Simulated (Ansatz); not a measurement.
## Si, space group P6_3/mmc: a convergence test of the plane-wave cutoff

Program: Ansatz 0.2.0, Python API.

Contents of `si.extxyz`:
```text
2
Lattice="2.444 0.0 0.0 -1.222 2.11656609 0.0 0.0 0.0 4.152" Properties=species:S:1:pos:R:3 pbc="T T T"
Si   -0.00000000    1.41104406    1.03800000
Si    1.22200000    0.70552203    3.11400000
```

Script `si_ecut.py`:
```python
"""Convergence of Si with the plane-wave cutoff."""

import csv

import ansatz as az

system = az.Crystal.from_extxyz("si.extxyz")

base = (
    system.calculation()
    .functional("revpbe", dispersion="D3(BJ)")
    .kpoints(mesh=(13, 13, 7), shift=0.5)  # sampling of the Brillouin zone
    .occupations("Methfessel-Paxton")  # fractional filling near the Fermi level
    .mixing("broyden", ndim=6, beta=0.2)
    .eigensolver("davidson", mixed_precision=False)
    .scf(max_iterations=200, lower_state_search="light")
)

rows = []
for value in [300, 375, 450, 525, 600]:
    report = base.basis(value).run(threads=1).report
    rows.append((value, report["free_energy_ev"] / len(report["lattice"]["sites"]), report["n_iterations"], report["n_pw"]))

with open("ecut.csv", "w", newline="") as handle:
    writer = csv.writer(handle)
    writer.writerow(["cutoff (eV)", "F/atom (eV)", "iterations", "plane waves"])
    writer.writerows([round(v, 5) if isinstance(v, float) else v for v in row] for row in rows)

# differences from the last row
for row in rows[:-1]:
    shift = 1000 * (row[1] - rows[-1][1])
    print(f"{row[0]}: {shift:+.2f} meV/atom" + ("  (within 2 meV)" if abs(shift) < 2 else ""))
```

```console
$ python si_ecut.py
DeckWarning: basis.ecutwfc = 300 eV is below the records' recommended 420 eV, and the density's cutoff is lower with it unless basis.ecutrho_ratio is high enough to keep the records' density cutoff: compare with a run at a higher cutoff
DeckWarning: crystal.symmetry: narrowed to the stabiliser of the k-point mesh — unitary ops 24 → 8; excluded 16 operations that carry a point of the 13×13×7 mesh (shift [0.5, 0.5, 0.5]) off the mesh (the run samples exactly the mesh kpoints.mp_grid names, as [...]
DeckWarning: basis.ecutwfc = 375 eV is below the records' recommended 420 eV, and the density's cutoff is lower with it unless basis.ecutrho_ratio is high enough to keep the records' density cutoff: compare with a run at a higher cutoff
300: +24.29 meV/atom
375: +1.55 meV/atom  (within 2 meV)
450: +0.14 meV/atom  (within 2 meV)
525: +0.09 meV/atom  (within 2 meV)
```
(Warnings from the package without file and line, shortened.)

File `ecut.csv` afterwards:
```csv
cutoff (eV),F/atom (eV),iterations,plane waves
300,-638.17622,6,245
375,-638.19896,6,361
450,-638.20037,6,477
525,-638.20041,6,585
600,-638.20051,6,713
```

From 375 eV on it stays within 2 meV an atom of the value at 600 eV; the first row (300 eV) is off by 24.3 meV and the last but one by 0.09 meV. The energy falls steadily, as expected when plane waves are added.

Caveats:
- Dispersion corrections can be off by several per cent in the lattices of metals, and by several GPa in the pressure at a fixed cell.
- The mesh is modest for a metal, so energies can be off by several to tens of meV an atom and pressures by half a GPa or more; differences at equal mesh fare better.
- This isn't the structure that Si takes at ambient conditions.
- Shifts are counted from the last row, which is itself no proven limit.
- Timing: 6.5 s on 1 thread of Arm Neoverse V2, on a shared host, peak memory 0.36 GiB.

(Lines on the test bed's own set-up are left out of the output.)
